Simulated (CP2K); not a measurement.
The system is BN.

```
N B
1.0
     2.49824    0.00000    0.00000
    -1.24912    2.16354    0.00000
     0.00000    0.00000    6.63570
N B
2 2
Direct
  0.66667 0.33333 0.25000
  0.33333 0.66667 0.75000
  0.66667 0.33333 0.75000
  0.33333 0.66667 0.25000
```

Base run:

* Program: CP2K 2026.2
* Functional: PBE
* Potentials or basis: POTENTIAL_UZH N GTH-PBE-q5, B GTH-PBE-q3; TZVP-MOLOPT-PBE-GTH basis
* Density cutoff: 9184 eV
* k mesh: 12 × 12 × 4
* Occupations: fermi-dirac, width 0.05 eV
* Spin: no spin polarisation

Its results: band gap on the k mesh 4.30 eV, indirect (least direct gap 4.65 eV); pressure 5.2 GPa.

Q: The run is repeated on the same cell with these changes: functional from PBE to LDA. What comes out?

A: Band gap on the k mesh 4.09 eV, indirect (least direct gap 4.52 eV); pressure 3.8 GPa.

LDA binds more tightly than PBE, so the same cell stands under less pressure.

Caveats: the basis of atomic orbitals isn't converged, which shifts pressures, moduli and gaps; this functional lacks dispersion, which binds the layers, so the pressure and a relaxed spacing across them are unreliable (some runs); the potentials were made for another functional, which shifts forces and pressure (some runs).

A k mesh can miss the band edges.
